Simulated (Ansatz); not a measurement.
Is this AlN structure stable?

It was reached by relaxing an invented guess, and it needn't be the stable form of this composition.

Level of theory: DFT PBE, scalar-relativistic, plane waves, PAW (Ansatz 0.2.0). Cutoff 420 eV, Γ-centred 12×12×2 mesh (16-atom cell), Gaussian smearing of 0.02 eV, no spin polarisation.

```
CELL_PARAMETERS angstrom
3.12055 0.00000 0.00000
-1.56027 2.70247 0.00000
0.00000 0.00000 20.22327
ATOMIC_POSITIONS crystal
Al 0.33333 0.66667 0.82754
Al 0.00000 0.00000 0.70199
Al 0.66667 0.33333 0.32854
Al 0.66667 0.33333 0.57749
Al 0.00000 0.00000 0.45300
Al 0.33333 0.66667 0.07750
Al 0.00000 0.00000 0.20305
Al 0.66667 0.33333 0.95303
N 0.66667 0.33333 0.04723
N 0.66667 0.33333 0.67170
N 0.33333 0.66667 0.92226
N 0.00000 0.00000 0.29777
N 0.00000 0.00000 0.79673
N 0.00000 0.00000 0.54720
N 0.33333 0.66667 0.17224
N 0.66667 0.33333 0.42273
```

Energies over the elements count from the elements' standard structures at the same level (N₂ as a molecule), with no fitted energy shifts.

Question: These tests were run: energy against the elements; random kick, then relaxation without symmetry; phonons on a 3×3×1 q mesh; elastic tensor. What do they show?

Answer:

```csv
test,result
energy against the elements,−1.357 eV/atom
"random kick, then relaxation without symmetry",returns
phonons on a 3×3×1 q mesh,no imaginary mode on the mesh
elastic tensor,least eigenvalue 107 GPa
```

It fails none of these tests. Other phases of the system weren't compared here, so this isn't yet thermodynamic stability.

The kick test ran on a coarse mesh. The run for the phonons used a 12×12×2 k mesh. The run for the elastic tensor used a 12×12×2 k mesh.
